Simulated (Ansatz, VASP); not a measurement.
# Ag in VASP and in Ansatz

```
CELL_PARAMETERS angstrom
2.77001 0.00000 0.00000
0.00000 2.77001 0.00000
0.00000 0.00000 2.77001
ATOMIC_POSITIONS crystal
Ag 0.00000 0.00000 0.00000
```

Alike in both runs: task relaxation of cell and atoms; functional PBE; k mesh 12 × 12 × 12; occupations fermi-dirac, width 0.05 eV; no spin polarisation.

|  | VASP | Ansatz |
| --- | --- | --- |
| version | VASP 6.6.1 | Ansatz 0.2.0 |
| potentials or method | VASP PAW PBE potentials, release 64 (Ag) | PAW with Ansatz's default frozen-core files, scalar-relativistic |
| plane-wave cutoff (eV) | 600 | 420 |
| valence electrons in the cell | 11 | 19 |

|  | VASP | Ansatz | Ansatz less VASP |
| --- | --- | --- | --- |
| relaxed volume (Å³/atom) | 20.79 | 20.83 | +0.036 |
| relaxed cell length with the largest relative difference (Å) | 2.750 | 2.751 | +0.0016 |
| energy change over the relaxation (meV/atom) | -2 | -2 | +0.3 |

The two sets of potentials don't hold the same shells in valence.
